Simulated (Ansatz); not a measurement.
A run of Ansatz 0.2.0:

input.yaml

```yaml
crystal:
  lattice:
    - [0.0, 2.211323, 2.211323]
    - [2.211323, 0.0, 2.211323]
    - [2.211323, 2.211323, 0.0]
  atoms:
    - { symbol: Ta, position: [0.5, 0.5, 0.5] }
    - { symbol: "N", position: [0.0, 0.0, 0.0] }
hamiltonian:
  xc: lda
  pseudopotentials: { kind: paw }
kpoints:
  mp_grid: { grid: [10, 10, 10] }
scf:
  occupations: { method: fermi_dirac, width: 0.05 }
output:
  forces: true
  stress: true
relax:
  f_tol: 0.01
  max_steps: 40
  cell: { stress_tol: 0.05 }
```

Potentials or basis: Ansatz PAW.

Run with:

```console
$ ansatz run input.yaml --threads 2 --pin off --max-ram 5632MiB --backend cpu --events-out ev --progress --plain --runs-dir out
```

Hardware: 2 threads of Arm Neoverse V1, on a shared host.

Problem. Estimate the wall time of this run.

Solution. It took 4.3 s on 2 threads of Arm Neoverse V1, with other jobs on the host, peak memory 0.3 GiB. Counts: scf iterations 43, plane waves 411, k points 47, bands 13, ion steps 7.
